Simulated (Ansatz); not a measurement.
Compressing SiC: a fit and a missing row

SiC, P6_3mc, a = 3.075 Å, c = 5.048 Å. The compound has several low-lying forms, and this is one of them. Ansatz: r2SCAN, PAW, 500 eV, Γ-centred 12×12×6 mesh on 4 atoms, Gaussian smearing 0.02 eV; no spin polarisation. Shape and atoms are relaxed at each volume; pressure is positive in compression.

```
V (Å³/atom) P (GPa)
      9.096        ?
      9.406    25.79
      9.716    15.91
     10.026     7.39
     10.336     0.02
     10.646    -6.34
     10.956   -11.83
     11.370   -17.99
```

Question: Take V0 = 10.336 Å³/atom, count pressures from its P0 = 0.02 GPa, fit the third-order Birch–Murnaghan form to the other rows, and predict the missing pressure.

Answer: With the Eulerian strain f = ½[(V0/V)^(2/3) − 1] and y = (P − P0)/[3f(1 + 2f)^(5/2)], the form is the line y = B0 + 1.5 B0 (B0′ − 4) f. Rows (f, y): 0.03244, 226.3; 0.02105, 227.0; 0.01025, 227.8; -0.00975, 228.4; -0.01905, 228.5; -0.03079, 228.6. Means f = 0.0006917, y = 227.77; Σ(Δf)² = 0.003004, ΣΔfΔy = -0.1092; the slope is their ratio. y = 227.8 − 36.35 f GPa, so B0 = 227.8 GPa and B0′ = 4 + 2 × (-36.35)/(3 × 227.8) = 3.89. At V = 9.096, f = 0.04447, y = 226.18 and P = 37.36 GPa. The run gave 37.23 GPa, so the fit is 0.13 GPa too high, a small miss on the scale of the series.